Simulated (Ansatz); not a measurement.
Relax this structure to zero stress and force, keeping its symmetry:

```cif
data_structure
_symmetry_space_group_name_H-M 'Pn-3m:1'
_symmetry_Int_Tables_number 224
_cell_length_a 4.8120
_cell_length_b 4.8120
_cell_length_c 4.8120
_cell_angle_alpha 90.000
_cell_angle_beta 90.000
_cell_angle_gamma 90.000
_cell_volume 111.42
loop_
_atom_site_label
_atom_site_type_symbol
_atom_site_symmetry_multiplicity
_atom_site_Wyckoff_symbol
_atom_site_fract_x
_atom_site_fract_y
_atom_site_fract_z
_atom_site_occupancy
Ag1 Ag 4 b 0.25000 0.25000 0.25000 1
O1 O 2 a 0.00000 0.00000 0.00000 1
```

Theory: Ansatz 0.2.0, DFT PBE+D3(BJ), scalar-relativistic, plane waves, PAW.

Settings: cutoff 420 eV, Γ-centred mesh 8×8×8 on the computed 6-atom cell, Gaussian smearing of 0.10 eV; no spin polarisation.

What does it relax to?

The volume drops by 0.66 Å³/atom to 17.91 Å³/atom, and the energy falls by 5.6 meV/atom. Final structure:
```
CELL_PARAMETERS angstrom
4.75461 0.00000 0.00000
0.00000 4.75461 0.00000
0.00000 0.00000 4.75461
ATOMIC_POSITIONS crystal
Ag 0.25000 0.25000 0.25000
Ag 0.25000 0.75000 0.75000
Ag 0.75000 0.75000 0.25000
Ag 0.75000 0.25000 0.75000
O 0.00000 0.00000 0.00000
O 0.50000 0.50000 0.50000
```

Cost: 1 run of about 0.62 core-minutes, on Arm Neoverse V2 (shared hosts).